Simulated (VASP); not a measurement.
# La (P6_3/mmc) in VASP: a series of runs, part 2 of 2

VASP 6.6.1.

**4. Relaxation of cell and atoms, PBEsol**

Input file INCAR:

```
SYSTEM = La
PREC     = Accurate       ! precision mode
ENCUT    = 480            ! plane-wave cutoff, eV
EDIFF    = 1E-7           ! SCF threshold, eV
ISMEAR   = 0              ! smearing method
SIGMA    = 0.1            ! smearing width, eV
LREAL    = .FALSE.        ! projectors in reciprocal space
LASPH    = .TRUE.         ! aspherical terms in the spheres
NELM     = 60             ! most SCF steps
ALGO     = Fast           ! electronic algorithm
ISIF     = 3              ! what is computed and relaxed
LWAVE    = .FALSE.        ! write WAVECAR
LCHARG   = .FALSE.        ! write CHGCAR
GGA      = PS             ! functional
IBRION   = 2              ! ionic algorithm
NSW      = 90             ! ionic steps
EDIFFG   = -0.005         ! ionic threshold
```

Input file KPOINTS:

```
regular mesh
0
G
  12 12 4
  0 0 0
```

Input file POSCAR:

```
La
1.0
    3.7963115000      0.0000000000      0.0000000000
   -1.8981557500      3.2877022000      0.0000000000
    0.0000000000      0.0000000000     12.0412575300
La
4
Direct
    0.0000000000      0.0000000000      0.0000000000
    0.0000000000      0.0000000000      0.5000000000
    0.3333333300      0.6666666700      0.2500000000
    0.6666666700      0.3333333300      0.7500000000
```

Potentials or basis: VASP PAW PBE potentials, release 64 (La).

Run with:

```bash
> cat potpaw_PBE.64/La/POTCAR > POTCAR
> mpirun -np 1 vasp_std > vasp.out
```

OUTCAR:

```text
SYSTEM = La
   PREC = Accurate
   ENCUT = 480
   EDIFF = 1E-7
   ISMEAR = 0
   LREAL = .FALSE.
   LASPH = .TRUE.
   NELM = 60
   ISIF = 3
   GGA = PS
   IBRION = 2
   NSW = 90
   EDIFFG = -0.005

 ion  position               nearest neighbor table
   1  0.000  0.000  0.000-
   2  0.000  0.000  0.500-
   3  0.333  0.667  0.250-
   4  0.667  0.333  0.750-

  LATTYP: Found a hexagonal cell.
 ALAT       =     3.7963115000
 C/A-ratio  =     3.1718307441

  Lattice vectors:

 A1 = (   3.7963115000,   0.0000000000,   0.0000000000)
 A2 = (  -1.8981557500,   3.2877022000,   0.0000000000)
 A3 = (   0.0000000000,   0.0000000000,  12.0412575300)

Analysis of symmetry for initial positions (statically):
=====================================================================
 Subroutine PRICEL returns:
 Original cell was already a primitive cell.

 Routine SETGRP: Setting up the symmetry group for a
 hexagonal supercell.

 Subroutine GETGRP returns: Found 24 space group operations
 (whereof 12 operations were pure point group operations)
 out of a pool of 24 trial point group operations.

The static configuration has the point symmetry D_3d.
 The point group associated with its full space group is D_6h.

Analysis of symmetry for dynamics (positions and initial velocities):
=====================================================================
 Subroutine PRICEL returns:
 Original cell was already a primitive cell.

 Routine SETGRP: Setting up the symmetry group for a
 hexagonal supercell.

 Subroutine GETGRP returns: Found 24 space group operations
 (whereof 12 operations were pure point group operations)
 out of a pool of 24 trial point group operations.

The dynamic configuration has the point symmetry D_3d.
 The point group associated with its full space group is D_6h.

 Subroutine INISYM returns: Found 24 space group operations
 (whereof 12 operations are pure point group operations),
 and found     1 'primitive' translations

----------------------------------------------------------------------------------------

                                     Primitive cell

  volume of cell :     150.2886

  direct lattice vectors                    reciprocal lattice vectors
     3.796311500  0.000000000  0.000000000     0.263413579  0.152081901  0.000000000
    -1.898155750  3.287702200  0.000000000     0.000000000  0.304163802  0.000000000
     0.000000000  0.000000000 12.041257530     0.000000000  0.000000000  0.083047804

  length of vectors
     3.796311500  3.796311500 12.041257530     0.304163802  0.304163802  0.083047804

  position of ions in fractional coordinates (direct lattice)
     0.000000000  0.000000000  0.000000000
     0.000000000  0.000000000  0.500000000
     0.333333330  0.666666670  0.250000000
     0.666666670  0.333333330  0.750000000

  ion indices of the primitive-cell ions
   primitive index   ion index
                 1           1
                 2           2
                 3           3
                 4           4

----------------------------------------------------------------------------------------

 KPOINTS: regular mesh

[... 63 lines left out ...]
   LSORBIT =      F    spin-orbit coupling
   LASPH  =      T    aspherical Exc in radial PAW
   ENCUT  =  480.0 eV  35.28 Ry    5.94 a.u.   6.78  6.78 21.51*2*pi/ulx,y,z
   NELM   =     60;   NELMIN=  2; NELMDL= -5     # of ELM steps
   EDIFF  = 0.1E-06   stopping-criterion for ELM
   LREAL  =      F    real-space projection
   EDIFFG = -.5E-02   stopping-criterion for IOM
   NSW    =     90    number of steps for IOM
   IBRION =      2    ionic relax: 0-MD 1-quasi-New 2-CG
   NFREE  =      1    steps in history (QN), initial steepest desc. (CG)
   ISIF   =      3    stress and relaxation
   ISYM   =      2    0-nonsym 1-usesym 2-fastsym
   POTIM  = 0.5000    time-step for ionic-motion
   TEBEG  =    0.0;   TEEND  =   0.0 temperature during run
   PSTRESS=    0.0 pullay stress
   NELECT =      44.0000    total number of electrons
   NUPDOWN=      -1.0000    fix difference up-down
   EMIN   =  10.00;   EMAX   =-10.00  energy-range for DOS
   EFERMI =   0.00;   METHOD = LEGACY
   ISMEAR =     0;   SIGMA  =   0.10  broadening in eV -4-tet -1-fermi 0-gaus
   EFERMI_NEDOS =   21; number of points for ismear=-14 and -15
   IALGO  =     68    algorithm
   IMIX   =      4    mixing-type and parameters
     AMIX     =   0.40;   BMIX     =  1.00
     AMIX_MAG =   1.60;   BMIX_MAG =  1.00
  volume/ion in A,a.u.               =      37.57       253.55
  Fermi-wavevector in a.u.,A,eV,Ry     =   1.087052  2.054230 16.077762  1.181682
  Thomas-Fermi vector in A             =   2.223203
   LORBIT       =      0    0 simple, 1 ext, 2 COOP (PROOUT), +10 PAW based schemes
   GGA     = PS    functional components
   LHFCALC =     F    Hartree Fock is set to
   AEXX    =    0.0000 exact exchange contribution
   IVDW    =     0    specifies the selected vdW correction
   LEPSILON=     F    determine dielectric tensor
   LRPA    =     F    only Hartree local field effects (RPA)
 conjugate gradient relaxation of ions
 non-spin polarized calculation
 RMM-DIIS sequential band-by-band and
 Gauss-broadening in eV      SIGMA  =   0.10
  energy-cutoff  :      480.00
  volume of cell :      150.29
 maximum number of plane-waves:      3610
 NGX is ok and might be reduce to    28
   NGX = 13   NGY = 13   NGZ = 43

--------------------------------------- Ionic step        1  -------------------------------------------

 number of electron      43.9999997 magnetization

 Free energy of the ion-electron system (eV)
  ---------------------------------------------------
  ext. energy  EPLUGINS =         0.00000000
  ---------------------------------------------------
  free energy    TOTEN  =       -21.29194710 eV

  energy without entropy =      -21.25711459  energy(sigma->0) =      -21.27453084

------------------------ aborting loop EDIFF was not reached (unconverged)  ----------------------------

  FORCE on cell =-STRESS in cart. coord.  units (eV):
  Direction    XX          YY          ZZ          XY          YZ          ZX
  --------------------------------------------------------------------------------------
  -------------------------------------------------------------------------------------
  Total       -2.3447724     -2.3447724     -1.7743175      0.0000000      0.0000000      0.0000000
  in kB      -24.9968405    -24.9968405    -18.9154098      0.0000000      0.0000000      0.0000000
  external PRESSURE =     -22.9696969 kB  Pullay stress =       0.0000000 kB
[... 25 lines left out ...]
--------------------------------------- Ionic step        2  -------------------------------------------

 number of electron      44.0000000 magnetization

 E-fermi :   8.4152     XC(G=0):  -9.9625

 val. band max:        8.4142516717   @ k =   0.3333   0.1667   0.2500
 cond. band min:       8.4366308306   @ k =   0.2500   0.2500   0.2500
 fundamental gap:      0.0223791589
 Fermi energy:         8.4152313634

 k-point     1 :       0.0000    0.0000    0.0000
  band No.  band energies     occupation
      1     -24.3740      2.00000
      2     -24.2433      2.00000
      3     -24.2320      2.00000
      4     -24.0953      2.00000
      5      -8.8885      2.00000
      6      -8.0752      2.00000
[... 685 lines left out ...]
     25       9.4343      0.00000
     26       9.8362      0.00000

 [... further k-points ...]

------------------------ aborting loop EDIFF was not reached (unconverged)  ----------------------------

  FORCE on cell =-STRESS in cart. coord.  units (eV):
  Direction    XX          YY          ZZ          XY          YZ          ZX
  --------------------------------------------------------------------------------------
  -------------------------------------------------------------------------------------
  Total       -0.5334343     -0.5334343     -0.2244442      0.0000000      0.0000000      0.0000000
  in kB       -6.1542793     -6.1542793     -2.5894329      0.0000000      0.0000000      0.0000000
  external PRESSURE =      -4.9659972 kB  Pullay stress =       0.0000000 kB
[... 215 lines left out ...]
--------------------------------------- Ionic step        8  -------------------------------------------

 number of electron      44.0000000 magnetization

 Free energy of the ion-electron system (eV)
  ---------------------------------------------------
  ext. energy  EPLUGINS =         0.00000000
  ---------------------------------------------------
  free energy    TOTEN  =       -21.40379775 eV

  energy without entropy =      -21.37210203  energy(sigma->0) =      -21.38794989

 E-fermi :   8.6113     XC(G=0): -10.0429

 val. band max:        8.6100126003   @ k =   0.3333   0.3333   0.5000
 cond. band min:       8.6305040120   @ k =   0.2500   0.0833   0.2500
 fundamental gap:      0.0204914118
 Fermi energy:         8.6113172912

 k-point     1 :       0.0000    0.0000    0.0000
  band No.  band energies     occupation
      1     -24.1603      2.00000
      2     -24.0229      2.00000
      3     -24.0118      2.00000
      4     -23.8676      2.00000
      5      -8.7122      2.00000
      6      -7.8658      2.00000
[... 718 lines left out ...]
  FREE ENERGIE OF THE ION-ELECTRON SYSTEM (eV)
  ---------------------------------------------------
  free  energy   TOTEN  =       -21.4037977541 eV

  energy  without entropy=      -21.3721020301  energy(sigma->0) =      -21.38794989

 reached required accuracy - stopping structural energy minimisation
```

Run time: 55 min. Hardware: 1 thread of Intel Xeon Platinum 8375C at 2.90GHz (Ice Lake), shared host; peak memory 0.39 GiB.

Results:

```yaml
Free_energy: -21.4038 eV
Relaxed_volume: 34.06 Å³/atom
Relaxed_cell: a = 3.657 Å, b = 3.657 Å, c = 11.762 Å, α = 90.00°, β = 90.00°, γ = 120.00°
Space_group_after_relaxing_to_0.05_Å: P6_3/mmc (No. 194)
Energy_gained_by_relaxing: 28.0 meV/atom
Ionic_steps: 8
Pressure_after_relaxing: 0.0 GPa
Band_gap_on_the_k_mesh: none (metal or under the smearing width)
```

Step by step:
```
step  energy change (eV)  largest force (eV/Å)  pressure (GPa)  volume (Å³)
   1              0.0000                0.0000           -2.30       150.29
   2             -0.1071                0.0000           -0.50       138.87
   3             -0.1114                0.0000           -0.06       136.56
   4             -0.1115                0.0000            0.03       136.18
   5             -0.1118                0.0000            0.02       136.22
   6             -0.1118                0.0000            0.01       136.24
   7             -0.1118                0.0000            0.01       136.24
   8             -0.1119                0.0000            0.01       136.25
```

Final structure:
```xyz
4
Lattice="3.6574 0.0000 0.0000 -1.8287 3.1674 0.0000 0.0000 0.0000 11.7616" Properties=species:S:1:pos:R:3 pbc="T T T"
La    1.8287    3.1674    0.0000
La    1.8287    3.1674    5.8808
La    0.0000    2.1116    2.9404
La    1.8287    1.0558    8.8212
```

Caveat: the PAW data sets were made with another functional, which shifts forces and pressure a little. Spin-orbit coupling is left out, which matters for the levels of La.

**5. Overview**

```tsv
k mesh	cutoff (eV)	gap on the mesh (eV)	pressure (GPa)	relaxed volume (Å³/atom)
6 × 6 × 2	600	none	0.0	34.36
12 × 12 × 4	580	none	0.0	34.09
12 × 12 × 4	480	none	0.0	34.06
```

Alike in all rows: task relaxation of cell and atoms; level PBEsol; potentials or basis VASP PAW PBE potentials, release 64 (La); no spin polarisation; cell relaxed; smearing gaussian 0.1 eV.

Caveats: the PAW data sets were made with another functional, which shifts forces and pressure a little.

Total energies depend on the potentials used, so only differences within one code and one set of settings carry meaning.
